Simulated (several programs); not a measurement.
**SnO₂ (I4_1/amd) from semi-empirical methods to plane-wave DFT**

A 6-atom cell of SnO₂ (I4_1/amd) from a materials database, relaxed with r2SCAN in Ansatz, was computed with several methods. Space group I4_1/amd (No. 141), tetragonal; a = 3.999 Å, c = 10.203 Å in the conventional setting, 13.60 Å³ an atom. Sn is surrounded by 6 O at 2.05–2.08 Å; O is surrounded by 3 Sn at 2.05–2.08 Å. Calculated for a static, non-magnetic cell.

Space group I4_1/amd:1 (No. 141). a = 3.999 Å, b = 3.999 Å, c = 10.203 Å, α = 90.00°, β = 90.00°, γ = 90.00°
```csv
atom,site,symmetry,x,y,z
Sn,4a,-4m2,0.0000,0.5000,0.2500
O,8e,2mm.,0.5000,0.5000,0.2963
```

Gaps and times are for a single point on this cell; volume and bulk modulus come from each method's own relaxation or energy curve at fixed shape, which is too stiff where a cell has free coordinates or axes. Times are rough, from shared hosts (Arm Neoverse V1; Arm Neoverse V2), and each method has its own mesh and cell size. A dagger marks a closed or tiny gap in a crystal that DFT finds insulating: a failure of the method or a wrong SCF state. A double dagger marks a value from a curve with shape and coordinates held. PM6 (MOPAC), PM7 (MOPAC), GFN1-xTB (tblite) treat a cluster of cells at its zone centre, which samples few k points: where these miss a band edge, the gap comes out too large for that reason alone. Gaps from k meshes are read at a limited set of points (mesh, symmetry points, PBE's band edges), so each method's own least gap may be somewhat smaller. xTB and the PM methods were fitted mostly to molecules, and can miss a solid's gap by electronvolts. Minimal bases can be far off for gaps. Times of the plane-wave rungs are withheld (a dash), since they come from other jobs, hosts and meshes; the meshes of hybrids and Hartree-Fock don't converge their gaps to the digits shown. GLLB-SC's gap includes the derivative discontinuity. d marks a direct gap, i an indirect one (no mark: not told apart), a dash a value that wasn't computed or didn't pass its checks.

```tsv
method	kind	gap (eV)	own volume (Å³/atom)	bulk modulus (GPa)	atoms computed	processor time
PBEsol	semilocal	–	13.74	–	6	–
light PBE (260 eV, its own mesh)	light plane-wave	1.52 i	–	–	6	1.8 s
PM7 (MOPAC)	semi-empirical	9.74	12.49‡	301‡	cluster	4.7 s
GFN1-xTB (tblite)	tight binding	0.00†	12.68‡	96‡	cluster	4.8 s
PM6 (MOPAC)	semi-empirical	7.39	–	–	cluster	6 s
PBE	semilocal	1.70 i	14.18	158‡	6	–
LDA	semilocal	1.54 i	13.38	–	6	–
PBE/SZV (CP2K)	small basis	0.90 i	–	–	6	26 s
r2SCAN	semilocal	2.33 i	13.60	188‡	6	–
PBE/DZVP (CP2K)	small basis	1.50 i	14.47‡	139‡	6	59 s
GLLB-SC (GPAW)	model potential	3.68	–	–	6	84 s
PBE+SOC	semilocal	1.71 i	–	–	6	–
LC-ωPBE	hybrid	8.98 i	–	–	6	–
HSE06	hybrid	3.39 i	–	–	6	–
PBE0	hybrid	4.11 i	–	–	6	–
DDH-PBE0	hybrid	4.03 i	–	–	6	–
```

Against HSE06 (3.39 eV) and with closed or daggered gaps left aside, the nearest gap at the points sampled is that of GLLB-SC (GPAW) (+0.29 eV) and the farthest that of PM7 (MOPAC) (+6.35 eV). HSE06 is only a yardstick of convenience, and nearness to it can be luck.

Volumes against r2SCAN's: PBEsol +1.1 %, PBE +4.3 %, LDA -1.6 %.

Runs without a result: GFN2-xTB (tblite) (single point).

Only the rows marked +SOC include spin-orbit coupling.
